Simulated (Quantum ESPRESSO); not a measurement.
**Pd under changes of volume**

One of the cells (15.547 Å³/atom); the others are scaled copies at fixed shape and fractional positions:

```
Pd
1.0
    -1.57228    1.57228    1.57228
     1.57228   -1.57228    1.57228
     1.57228    1.57228   -1.57228
Pd
1
Direct
  0.00000 0.00000 0.00000
```

This isn't the form of Pd at room conditions, which is fcc.

- Program: Quantum ESPRESSO 7.5
- Functional: PBE
- Potentials or basis: SSSP 1.3 efficiency PBE
- Cutoff: 816 eV
- Density cutoff: 3265 eV
- k mesh: 12 × 12 × 12
- Occupations: fermi-dirac, width 0.05 eV
- Spin: no spin polarisation

```csv
volume (Å³/atom),energy over the lowest point (meV/atom),pressure (GPa)
14.614,24.19,10.3
14.925,8.44,5.9
15.236,0.71,2.0
15.547,0.00,-1.4
15.858,5.45,-4.3
16.169,16.30,-6.9
16.480,?,?
```

Q: What does the run at 16.480 Å³/atom give?

A: Energy over the lowest point 31.84 meV/atom; pressure -9.2 GPa.

Worked out: A Birch-Murnaghan fit of order 3 (a polynomial in V^(-2/3)) to the other rows has its minimum at 15.42 Å³/atom with B0 = V·E''(V) = 166 GPa and B' = 5.5. It gives 31.87 meV/atom at 16.480 Å³/atom, against the run's 31.84, and -dE/dV = -9.1 GPa, against -9.2.

Energies are extrapolated to zero smearing.
